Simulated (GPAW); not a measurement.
# BN (R3m) in GPAW: further runs

Aim: see how the results for BN move with the level of theory and the settings. Levels: r2SCAN, TB-mBJ. Tasks: band structure, single point.

All numbers are computed with GPAW 26.7.0; they aren't measurements. Logs are shortened: lines on timing, memory, paths and dates and some standing lists are left out, and cuts for length are marked. The log counts tension as positive stress, the text compression.

## Step 1: Starting point

The structure is trigonal, space group R3m (No. 160). Conventional cell: a = 2.502 Å, b = 2.502 Å, c = 10.119 Å, α = 90.00°, β = 90.00°, γ = 120.00°. N (site symmetry 3m) has 3 B at 1.44 Å as nearest neighbours. Around B (site symmetry 3m) lie 3 N at 1.44 Å.

The cell is a database's computed one.

## Step 2: Band structure, r2SCAN

run.py

```python
from ase import Atoms
from ase.dft.bandgap import bandgap
from ase.io import write
from ase.units import GPa
from gpaw import GPAW, PW

atoms = Atoms(['N', 'B'],
              cell=[[1.2511217832, 0.7223354983, 3.3729344033],
                    [-1.2511217832, 0.7223354983, 3.3729344033],
                    [0.0, -1.4446709966, 3.3729344033]],
              scaled_positions=[[0.6672382, 0.6672382, 0.6672382],
                                [0.0003288, 0.0003288, 0.0003288]],
              pbc=True)

calc = GPAW(mode=PW(800),
            xc='MGGA_X_R2SCAN+MGGA_C_R2SCAN',
            kpts={'size': (10, 10, 10), 'gamma': True},
            occupations={'name': 'fermi-dirac', 'width': 0.05},
            nbands=11,
            convergence={'density': 1e-05, 'energy': 1e-05},
            maxiter=150,
            txt='gpaw.txt')
atoms.calc = calc
energy = atoms.get_potential_energy()
forces = atoms.get_forces()
stress = atoms.get_stress()
calc.write('gs.gpw')
write('result.traj', atoms)
print(f'Energy: {energy:.6f} eV')
print('Forces (eV/A):')
print(forces.round(4))
print('Stress (GPa):', (stress / GPa).round(3))
print('Fermi level:', round(calc.get_fermi_level(), 4), 'eV')
print(f'Gap: {bandgap(calc)[0]:.4f} eV, direct: {bandgap(calc, direct=True)[0]:.4f} eV')

path = atoms.cell.bandpath('GLB1,BZGX,QFP1Z,LP', npoints=60, eps=1e-4)
bs_calc = calc.fixed_density(kpts=path, symmetry='off', nbands=18,
                             convergence={'bands': 'CBM+6.0', 'eigenstates': 1e-6}, txt='bands.txt')
bs = bs_calc.band_structure()
bs.write('bs.json')
print(f'Gap on the path: {bandgap(bs_calc)[0]:.4f} eV')
```

Potentials or basis: GPAW PAW data sets (gpaw-data 1.2.1), pw.

On the command line:

```sh
> OMP_NUM_THREADS=1 python run.py
```

gpaw.txt:

```text
__  _  _
 | _ |_)|_||  |
 |__||  | ||/\| - 26.7.0

Input parameters:
  mode=PW(ecut=800.0),
  convergence={'density': 1e-05, 'energy': 1e-05},
  kpts=MonkhorstPack(size=(10, 10, 10), gamma=True),
  maxiter=150,
  nbands=11,
  occupations=Occupations(name='fermi-dirac', width=0.05),
  xc=XC(name='MGGA_X_R2SCAN+MGGA_C_R2SCAN')

Diagonalizing LCAO Hamiltonian
Converting LCAO to pw mode

       N

       B

Atoms  # Å, Bohr magnetons
|   | symbol |         x |         y |        z |    initial magnetic moments |
|---|--------|-----------|-----------|----------|-----------------------------|
| 0 |      N |  0.000000 |  0.000000 | 6.751652 | ( 0.0000,  0.0000,  0.0000) |
| 1 |      B | -0.000000 | -0.000000 | 0.003327 | ( 0.0000,  0.0000,  0.0000) |

Unit cell  # Å
| periodic |         x |         y |        z |  lengths |    angles |
|----------|-----------|-----------|----------|----------|-----------|
|      yes |  1.251122 |  0.722335 | 3.372934 | 3.669300 | 39.871987 |
|      yes | -1.251122 |  0.722335 | 3.372934 | 3.669300 | 39.871987 |
|      yes |  0.000000 | -1.444671 | 3.372934 | 3.669300 | 39.871987 |

Number of symmetries: 6
Symmetry operations  # r_c * U_cc + t_c -> r_c
|   | kind |            matrix            |
|---|------|------------------------------|
| 0 |  E   |  1, 0, 0,  0, 1, 0,  0, 0, 1 |
| 1 |  σ   |  1, 0, 0,  0, 0, 1,  0, 1, 0 |
| 2 |  σ   |  0, 1, 0,  1, 0, 0,  0, 0, 1 |
| 3 |  C3  |  0, 1, 0,  0, 0, 1,  1, 0, 0 |
| 4 |  C3  |  0, 0, 1,  1, 0, 0,  0, 1, 0 |
| 5 |  σ   |  0, 0, 1,  0, 1, 0,  1, 0, 0 |

BZ-sampling:
  Number of BZ points: 1000
  Number of IBZ points: 116

  Monkhorst-Pack size: [10, 10, 10]
  Monkhorst-Pack shift: [0.05, 0.05, 0.05]

K-points  # in reciprocal-cell coordinates
|     |                                coordinates |     weight |
|-----|--------------------------------------------|------------|
|   0 | (  0.00000000,   0.00000000,   0.00000000) | 0.00100000 |
|   1 | (  0.10000000,   0.00000000,  -0.10000000) | 0.00600000 |
|   2 | (  0.10000000,   0.00000000,   0.00000000) | 0.00600000 |
|   3 | (  0.10000000,   0.10000000,  -0.10000000) | 0.00600000 |
|   4 | (  0.10000000,   0.10000000,   0.00000000) | 0.00600000 |
|   5 | (  0.10000000,   0.10000000,   0.10000000) | 0.00200000 |
|   6 | (  0.20000000,  -0.10000000,  -0.10000000) | 0.00600000 |
|   7 | (  0.20000000,   0.00000000,  -0.20000000) | 0.00600000 |
|   8 | (  0.20000000,   0.00000000,  -0.10000000) | 0.01200000 |
|   9 | (  0.20000000,   0.00000000,   0.00000000) | 0.00600000 |
| ... |                                            |            |
| 115 | (  0.50000000,   0.50000000,   0.50000000) | 0.00100000 |

Plane wave coefficients: 954
Cutoff: 800.0 eV

Spin-components: 1 (collinear spins)
Bands:           11
Projectors:      10
Spin-degeneracy: 2
Datatype:        complex128

Parallelization:
  kpt:    1
  domain: 1
  band:   1

Density:
  Valence electrons: 8.0
  Components: 1
  Grid points: [24 24 24]
  Charge: 0.0  # |e|

Potential:
  Grid points: [24 24 24]

species:
  N:
    name:    Nitrogen
    Z:       7.0
    valence: 5
    core:    2
    charge:  0.0  # [|e|]
    compensation charges:
      type: gauss
      rc: 0.18  # [Å]
      lmax: 2
    cutoffs:
      filter: 1.11  # [Å]
      core: 0.96  # [Å]
    projectors
    | kind |    occ | energy [eV] | rcut [Å] |
    |------|--------|-------------|----------|
    |   2s |  2.000 |     -18.583 |    0.603 |
    |   2p |  3.000 |      -7.089 |    0.529 |
    |    s |        |       8.629 |    0.603 |
    |    p |        |      20.123 |    0.529 |
    |    d |        |       0.000 |    0.577 |

    Using partial waves for N as LCAO basis

  B:
    name:    Boron
    Z:       5.0
    valence: 3
    core:    2
    charge:  0.0  # [|e|]
    compensation charges:
      type: gauss
      rc: 0.20  # [Å]
      lmax: 2
    cutoffs:
      filter: 1.14  # [Å]
      core: 1.38  # [Å]
    projectors
    | kind |    occ | energy [eV] | rcut [Å] |
    |------|--------|-------------|----------|
    |   2s |  2.000 |      -9.443 |    0.635 |
    |   2p |  1.000 |      -3.606 |    0.635 |
    |    s |        |      17.768 |    0.635 |
    |    p |        |      23.605 |    0.635 |
    |    d |        |       0.000 |    0.635 |

    Using partial waves for B as LCAO basis

Reference energy: -2151.211071  # eV

eigensolver:
  PPCG
  Converge bands: occupied
  niter=2

density mixing:
  MSR1-Mixer
  Pratt-step length: 0.05
  Maximum mixing coefficient: 0.75
  Old densities: 10
  SVD Regularization: 0.005
  Good broyden scale: 1.0
  Trust region scale: 1.0
  Backstep threshold: 4.0
  History deletion threshold: 6.0
  Fourier metric: weight=20.0, sigma=0.015

occupation numbers:
  Fermi-Dirac:
    width: 0.0500  # eV

poisson solver:
  ecut: 6400.0  # eV

xc functional:
  name: MGGA_X_R2SCAN+MGGA_C_R2SCAN with 2 nearest neighbor stencil

convergence criteria:
- Maximum integral of absolute [dens]ity change: 1e-05 electrons / valence electron
- Maximum [total energy] change in last 3 cyles: 1e-05 eV / valence electron
- Maximum integral of absolute [eigenst]ate change: 4e-08 eV^2 / valence electron
maximum number of iterations: 150

SCF iterations
|iter     | |      energy | eigst |  dens |
|---------|-|-------------|-------|-------|
|iter:   1| |  -23.224871 | +0.44 |       |
|iter:   2| |  -20.283274 | -1.10 | -0.65 |
|iter:   3| |  -19.346071 | -0.81 | -0.69 |
|iter:   4| |  -19.321769 | -2.14 | -1.26 |
|iter:   5| |  -19.328202 | -2.88 | -1.59 |
|iter:   6| |  -19.328881 | -4.10 | -2.24 |
|iter:   7| |  -19.328899 | -5.52 | -3.28 |
|iter:   8| |  -19.328901c| -6.81 | -3.80 |
|iter:   9| |  -19.328900c| -7.68c| -4.82 |
|iter:  10| |  -19.328900c| -8.35c| -5.50c|

Converged in 10 steps
Energy contributions relative to reference atoms: (reference = -2151.211071)

Energy contributions:
  Kinetic:          15.834269
  Coulomb:         -15.956738
  Zero:              0.067928
  External:          0.000000
  Xc:              -19.274359
  Entropy:          -0.000000
  Spinorbit:         0.000000
  ----------------------------
  Free energy:     -19.328900
  Extrapolated:    -19.328900

dipole moment: (0.000000, -0.000000, -13.726874)  # |e|*Ang

Fermi level: 4.760
Eigenvalues  # (at kpt = [0.000, 0.000, 0.000])
| band index |      eig [eV] | occ [0-2] |
|------------|---------------|-----------|
|          0 |       -15.173 |     2.000 |
|          1 |        -0.696 |     2.000 |
|          2 |         2.275 |     2.000 |
|          3 |         2.276 |     2.000 |
|          4 |         9.146 |     0.000 |
|          5 |        16.075 |     0.000 |
|          6 |        16.079 |     0.000 |
|          7 |        17.984 |     0.000 |
|          8 |        19.260 |     0.000 |
|          9 |        31.055 |     0.000 |
|         10 |        32.957 |     0.000 |

Gap: 4.782 eV
Transition (v -> c):
  (s=0, k=22, n=3, [0.30, 0.00, -0.30]) -> (s=0, k=110, n=4, [0.50, 0.50, 0.00])
Direct/indirect transitions are different
Direct gap: 5.571 eV
Transition at: (s=0, k=22, n=3, [0.30, 0.00, -0.30])

Forces  # eV/Ang
|       x |        y |        z |
|---------|----------|----------|
| 0.00000 |  0.00000 | -0.01001 |  # N    0
| 0.00000 | -0.00000 |  0.00770 |  # B    1

Stress tensor  # eV/Ang^3
|        x |         y |        z |
|----------|-----------|----------|
| 0.009886 | -0.000000 | 0.000000 |
| 0.000000 |  0.009886 | 0.000000 |
| 0.000000 |  0.000000 | 0.001565 |

# Writing to gs.gpw (mode='')
```

Run time: 2.3 min. Hardware: 1 thread of Arm Neoverse V2, shared host; peak memory 0.26 GiB.

What came out:

* Free energy: -19.3289 eV
* Pressure: -1.1 GPa
* Largest force: 0.010 eV/Å
* Band gap on the k mesh: 4.78 eV, indirect (least direct gap 5.57 eV)
* Band gap along the path: 4.76 eV, indirect (least direct gap 5.36 eV)

Forces on the atoms (eV/Å):
```
N    0.000  0.000 -0.010
B    0.000  0.000  0.008
```

Levels at the corners of the path, in eV from the valence-band top:
| point | band 1 | band 2 | band 3 | band 4 | band 5 | band 6 |
| --- | --- | --- | --- | --- | --- | --- |
| Γ | -18.82 | -4.35 | -1.38 | -1.37 | 5.49 | 12.42 |
| L | -15.54 | -9.34 | -4.27 | -0.65 | 5.87 | 10.57 |
| B1 | -14.99 | -8.27 | -7.22 | -0.42 | 5.41 | 13.04 |
| B | -14.99 | -8.27 | -7.22 | -0.42 | 5.41 | 13.04 |
| Z | -18.57 | -6.35 | -1.39 | -1.39 | 10.80 | 12.35 |
| Γ | -18.82 | -4.35 | -1.38 | -1.37 | 5.49 | 12.42 |
| X | -14.93 | -8.23 | -7.42 | -0.16 | 5.24 | 12.98 |
| Q | -14.93 | -8.23 | -7.42 | -0.16 | 5.24 | 12.98 |
| F | -15.48 | -9.22 | -4.33 | -1.24 | 4.76 | 10.57 |
| P1 | -15.59 | -9.07 | -4.27 | -1.56 | 5.52 | 10.62 |
| Z | -18.57 | -6.35 | -1.39 | -1.39 | 10.80 | 12.35 |
| L | -15.54 | -9.34 | -4.27 | -0.65 | 5.87 | 10.57 |
| P | -15.59 | -9.06 | -4.27 | -1.56 | 5.52 | 10.62 |

Caveat: the PAW data sets were made with another functional, which shifts forces and pressure a little; the program warned that so skewed a cell can give wrong results. r2SCAN opens gaps a little over a GGA but as a rule still falls short of measured ones.

## Step 3: Single point, TB-mBJ

run.py

```python
from ase import Atoms
from ase.dft.bandgap import bandgap
from ase.io import write
from gpaw import GPAW, PW

atoms = Atoms(['N', 'B'],
              cell=[[1.2511217832, 0.7223354983, 3.3729344033],
                    [-1.2511217832, 0.7223354983, 3.3729344033],
                    [0.0, -1.4446709966, 3.3729344033]],
              scaled_positions=[[0.6672382, 0.6672382, 0.6672382],
                                [0.0003288, 0.0003288, 0.0003288]],
              pbc=True)

calc = GPAW(mode=PW(800),
            xc='TB09',
            kpts={'size': (10, 10, 10), 'gamma': True},
            occupations={'name': 'fermi-dirac', 'width': 0.05},
            nbands=11,
            convergence={'density': 1e-05, 'energy': 1e-05},
            eigensolver='cg',
            maxiter=150,
            txt='gpaw.txt')
atoms.calc = calc
energy = atoms.get_potential_energy()
calc.write('gs.gpw')
write('result.traj', atoms)
print('Fermi level:', round(calc.get_fermi_level(), 4), 'eV')
print(f'Gap: {bandgap(calc)[0]:.4f} eV, direct: {bandgap(calc, direct=True)[0]:.4f} eV')
```

Potentials or basis: GPAW PAW data sets for LDA (gpaw-data 1.2.1), pw.

On the command line:

```sh
> OMP_NUM_THREADS=1 python run.py
```

It took 1.9 min on 1 thread of Arm Neoverse V2, shared host; peak memory 0.22 GiB.

It converged, with:

- Band gap on the k mesh: 5.80 eV, indirect (least direct gap 6.64 eV)

Levels at points of the mesh, in eV from the valence-band top:
| k point | band 1 | band 2 | band 3 | band 4 | band 5 | band 6 | band 7 |
| --- | --- | --- | --- | --- | --- | --- | --- |
| (0.00, 0.00, 0.00) | -18.70 | -3.87 | -1.80 | -1.80 | 6.64 | 12.61 | 12.61 |
| (0.50, 0.00, 0.00) | -15.73 | -9.17 | -4.42 | -0.52 | 6.82 | 10.82 | 14.65 |
| (0.50, 0.50, 0.00) | -15.67 | -9.08 | -4.47 | -1.01 | 5.80 | 10.74 | 16.01 |
| (0.50, 0.50, 0.50) | -18.51 | -5.56 | -1.82 | -1.82 | 11.76 | 12.55 | 12.55 |

Caveat: a model potential gives levels but no total energy; the PAW data sets were made with another functional, which shifts forces and pressure a little. A k mesh can miss the band edges.
